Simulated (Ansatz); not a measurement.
## Calculated coordination and ¹⁷O quadrupole coupling for LiH3O2

Cell: an entry of the Crystallography Open Database (COD; perhaps a calculated or model structure), its atoms then relaxed with PBE in this cell.

Space group C2/m (No. 12); a = 7.4153, b = 8.3054, c = 3.1950 Å, β = 110.11°.

```
site  Wyckoff  site symmetry       x       y       z
  Li       4h              2  0.5000  0.8467  0.5000
  H3       4i              m  0.2622  0.0000  0.6664
  H5       8j              1  0.6128  0.6317  0.1367
  O9       4i              m  0.2842  0.0000  0.3825
 O11       4g              2  0.5000  0.7072  0.0000
```

One atom of each set is listed; the run and its k-mesh use a cell of 12 atoms with edges of 5.57, 5.57, 3.19 Å.

The numbers come from a DFT calculation in Ansatz (r2SCAN, plane waves and PAW, scalar-relativistic, 500 eV cutoff, Γ-centred 4×4×7 k-points, Fermi–Dirac smearing 0.02 eV).

Q(¹⁷O) = -25.58 mb.

**Question.** Order the O environments from the weakest to the strongest quadrupole coupling.
A. O9: 1 H at 0.98 Å, 2 Li at 1.98 Å; also 2 H at 1.66 Å
B. O11: 2 H at 1.02 Å, 2 Li at 1.97 Å

**Answer.** B (7.01 MHz, η = 0.82), A (8.04 MHz, η = 0.00).

At O9 V_zz points along its shortest bond, to H (within 2°). Like point charges on the first shell alone (each adding as 1/d³) would give the same order.

The largest force is 0.5 eV/Å, so the atoms aren't at the calculated equilibrium and relaxing them would move these values.
